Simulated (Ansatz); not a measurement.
A (201) slab of WC (P-6m2 (No. 187)), 10 planes, outer planes WC (top) and WC (bottom), with 20 atoms (W10C10) in a surface cell of A = 17.933 Å², as cut from the bulk:

```xyz
20
Lattice="2.8984 0.0000 0.0000 -1.4492 6.1873 0.0000 0.0000 0.0000 25.5154" Properties=species:S:1:pos:R:3 pbc="T T T"
C     0.0000    1.9711    7.5000
W     1.4492    3.6028    7.6912
C     1.4492    5.5739    8.6471
W     1.4492    1.0183    8.8383
C     1.4492    2.9894    9.7943
W     0.0000    4.6211    9.9854
C     1.4492    0.4050   10.9414
W     0.0000    2.0366   11.1326
C     0.0000    4.0078   12.0885
W     1.4492    5.6394   12.2797
C     0.0000    1.4233   13.2356
W     1.4492    3.0550   13.4268
C     1.4492    5.0261   14.3828
W     1.4492    0.4705   14.5740
C     1.4492    2.4416   15.5299
W     0.0000    4.0733   15.7211
C     0.0000    6.0444   16.6770
W     0.0000    1.4888   16.8682
C     0.0000    3.4599   17.8242
W     1.4492    5.0916   18.0154
```

These are results of DFT PBEsol, scalar-relativistic, plane waves, PAW (Ansatz), not measurements. Plane waves to 420 eV, a k mesh through Γ of 12×6×1 on the computed 20-atom cell and Gaussian smearing (0.10 eV); no spin polarisation. A dipole correction removes the field between periodic images along c.

Against the same 20 atoms in the bulk, the slab as cut lies 10.065 eV higher and the relaxed slab 9.129 eV higher.

Q: Work out the surface energy before and after relaxation.

A: The slab has two faces, so γ = (E_slab − N·E_bulk)/(2A), the mean of both. As cut: 10.065/(2 × 17.933) = 0.2806 eV/Å², and 1 eV/Å² = 16.02 J/m², so γ = 4.50 J/m². Relaxed: 9.129/(2 × 17.933) = 0.2545 eV/Å² = 4.08 J/m². Relaxation recovers 9 % of the cost of cutting.

Q: What is the ideal work of this cut, per area?

A: Griffith's ideal work is 2γ: 8.99 J/m² if the new faces stay rigid, 8.16 J/m² if they relax. One thickness was run, 10 planes, so γ can still shift with it.

Cutting WC along (201) is expensive, and most of the cost remains after the atoms relax: γ falls only from 4.50 to 4.08 J/m². The cut severs strong W–C bonds, in which W 5d states mix with C 2p, and also disrupts the metallic W–W bonding. Relaxation can strengthen the remaining back bonds and redistribute charge, but it can't replace the missing neighbours. The modest gain therefore suggests that lost bonding, rather than releasable strain, dominates the surface energy.

The two faces are not equivalent, since W lies outermost on one and C on the other, so their individual energies may differ appreciably from the mean. The work of separation avoids this ambiguity because the cut creates both faces together. The relaxed value of 8.16 J/m² is the thermodynamic cost of brittle separation along this plane; measured fracture energies can be higher, because plastic flow and crack deflection also dissipate energy. Whether WC would prefer to cleave here can't be judged without other orientations.
